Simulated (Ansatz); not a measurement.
A (111) slab of TaN (Fm-3m (No. 225)), 11 planes, outer planes Ta (top) and Ta (bottom), with 11 atoms (Ta6N5) in a surface cell of A = 8.370 Å², as cut from the bulk:

```yaml
crystal:
  lattice:
    - [3.10882, 0.00000, 0.00000]
    - [-1.55441, 2.69232, 0.00000]
    - [0.00000, 0.00000, 27.69170]
  atoms:
    - { symbol: Ta, position: [0.33333, 0.66667, 0.27084] }
    - { symbol: N, position: [0.66667, 0.33333, 0.31667] }
    - { symbol: Ta, position: [0.00000, 0.00000, 0.36250] }
    - { symbol: N, position: [0.33333, 0.66667, 0.40834] }
    - { symbol: Ta, position: [0.66667, 0.33333, 0.45417] }
    - { symbol: N, position: [0.00000, 0.00000, 0.50000] }
    - { symbol: Ta, position: [0.33333, 0.66667, 0.54583] }
    - { symbol: N, position: [0.66667, 0.33333, 0.59166] }
    - { symbol: Ta, position: [0.00000, 0.00000, 0.63750] }
    - { symbol: N, position: [0.33333, 0.66667, 0.68333] }
    - { symbol: Ta, position: [0.66667, 0.33333, 0.72916] }
```

Theory: Ansatz, DFT r2SCAN, scalar-relativistic, plane waves, PAW. Settings: cutoff 500 eV, Γ-centred mesh 12×12×1 on the computed 11-atom cell, Gaussian smearing of 0.10 eV; no spin polarisation. The cell repeats along c with a dipole correction in the vacuum.

The relaxed slab holds 5 formula units of TaN and 1 further Ta. Against those formula units in the bulk and the further Ta in its standard state it lies 2.632 eV higher. The formation energy of TaN from the standard states is -1.924 eV a formula unit (uncorrected, no zero-point or thermal terms).

(1) Over what range can the chemical potential of Ta vary, and what is the surface energy at both ends?

(2) How does its energy depend on growth conditions?

Spin polarisation was left out, and a magnetic state may lie lower.

Results:

(1) In contact with the bulk, μ(Ta) + μ(N) is fixed. With Δμ counted from the standard states, Δμ(Ta) ≤ 0 keeps elemental Ta from forming, and Δμ(N) ≤ 0 requires Δμ(Ta) ≥ ΔH = -1.924 eV. Other compounds of Ta and N can narrow this range. Then γ, the mean of both faces, = [2.632 eV − 1.00·Δμ(Ta)]/(2A). At the Ta-rich end (Δμ = 0): 2.632/(2 × 8.370) × 16.02 = 2.52 J/m². At the Ta-poor end: (2.632 + 1.924)/(2 × 8.370) × 16.02 = 4.36 J/m².

(2) It carries an excess of Ta, so its energy falls by 0.96 J/m² for each eV that μ(Ta) rises: Ta-rich conditions lower it; whether it appears depends on the other terminations.

The reference crystal is the rock-salt form of TaN, which isn't its usual structure.